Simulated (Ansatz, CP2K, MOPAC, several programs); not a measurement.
Energy against volume for KF built on the NiAs prototype, at fixed shape and fractional coordinates, computed by several methods (PBE and r2SCAN, where shown, with plane waves in Ansatz); the cell shown is that of r2SCAN. With free coordinates or axes held, a curve is too stiff, and on another method's shape its minimum isn't the method's own volume. The symmetry is P6_3/mmc (No. 194, hexagonal); a = 3.660 Å, c = 6.479 Å in the conventional setting, 18.79 Å³ an atom. K is surrounded by 6 F at 2.66 Å; F is surrounded by 6 K at 2.66 Å. (Calculated; spin-unpolarised; the phase may be known or hypothetical.) Energies count from each curve's lowest point; fits are third-order Birch-Murnaghan.

```yaml
crystal:
  lattice:
    - [3.65993, 0.00000, 0.00000]
    - [-1.82997, 3.16960, 0.00000]
    - [0.00000, 0.00000, 6.47881]
  atoms:
    - { symbol: K, position: [0.00000, 0.00000, 0.00000] }
    - { symbol: K, position: [0.00000, 0.00000, 0.50000] }
    - { symbol: F, position: [0.33333, 0.66667, 0.25000] }
    - { symbol: F, position: [0.66667, 0.33333, 0.75000] }
```

light PBE (260 eV, its own mesh), on the shape of the cell shown:
```csv
V (Å³/atom),E (meV/atom)
17.286,29.63
18.038,24.70
18.789,0.00
19.541,7.94
20.293,5.83
21.044,12.06
```
The points scatter about a smooth fit, as a low cutoff and a light mesh can make them, so no fit is quoted.

Question: PM7 (MOPAC), on the shape of the cell shown, as a cluster of 72 atoms at the zone centre, gives
```tsv
V (Å³/atom)	E (meV/atom)
16.535	32.85
17.662	0.00
18.789	5.44
19.917	36.78
21.044	88.05
```
What equilibrium volume and bulk modulus follow?

Answer: V₀ = 18.04 Å³ an atom and B₀ = 76 GPa.

Question: PBE/DZVP (CP2K), on the shape of the cell shown, gives
```tsv
V (Å³/atom)	E (meV/atom)
16.535	81.67
17.662	33.63
18.789	8.47
19.917	0.00
21.044	5.03
```
What equilibrium volume and bulk modulus follow?

Answer: V₀ = 20.01 Å³ an atom and B₀ = 32 GPa.

PBE/SZV (CP2K), on the shape of the cell shown:
```tsv
V (Å³/atom)	E (meV/atom)
16.535	209.23
17.662	114.74
18.789	53.54
19.917	16.89
21.044	0.00
```
The lowest point is an end point, so the minimum isn't bracketed.

r2SCAN, on the shape of its own relaxed cell:

| V (Å³/atom) | E (meV/atom) |
| --- | --- |
| 17.662 | 8.48 |
| 18.226 | 2.02 |
| 18.789 | 0.00 |
| 19.353 | 1.68 |
| 19.917 | 6.49 |

V₀ = 18.80 Å³ an atom and B₀ = 35 GPa.
